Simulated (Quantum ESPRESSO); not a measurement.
The system is AlN.

```
CELL_PARAMETERS angstrom
0.00000 2.18399 2.18399
2.18399 0.00000 2.18399
2.18399 2.18399 0.00000
ATOMIC_POSITIONS crystal
Al 0.00000 0.00000 0.00000
N 0.25000 0.25000 0.25000
```

Measurements of this composition are mostly on another form, of space group No. 186.

```yaml
Program: Quantum ESPRESSO 7.5
Task: phonons
Functional: vdW-DF-cx
Potentials_or_basis: PseudoDojo 0.4.1 SR PBE standard
Cutoff: 1143 eV
Density_cutoff: 4572 eV
k_mesh: 6 × 6 × 6, shifted
Occupations: fermi-dirac, width 0.05 eV
Spin: no spin polarisation
Mixing_beta: 0.5
Most_SCF_iterations: 120
SCF_threshold: 4e-10 Ry
```

The first run showed a gap, so the response started from a second, tighter run with fixed occupations.

The run gives a transverse optical frequency of 667 cm⁻¹, an electronic dielectric constant of 4.55 and Born charges of ±2.52 e.

Question: What are the longitudinal frequency and the static dielectric constant?

Answer: The longitudinal mode lies at 897 cm⁻¹, 230 cm⁻¹ over the transverse one, and the static constant is 8.22. The two agree with the Lyddane-Sachs-Teller relation: (897/667)² = 1.81 and 8.22/4.55 = 1.81.

Caveat: the cell is more than 3 GPa from zero pressure, which shifts response properties; before the sum rule the acoustic modes lie tens of cm⁻¹ from zero, a sign that the density grid also shifts the optical modes.
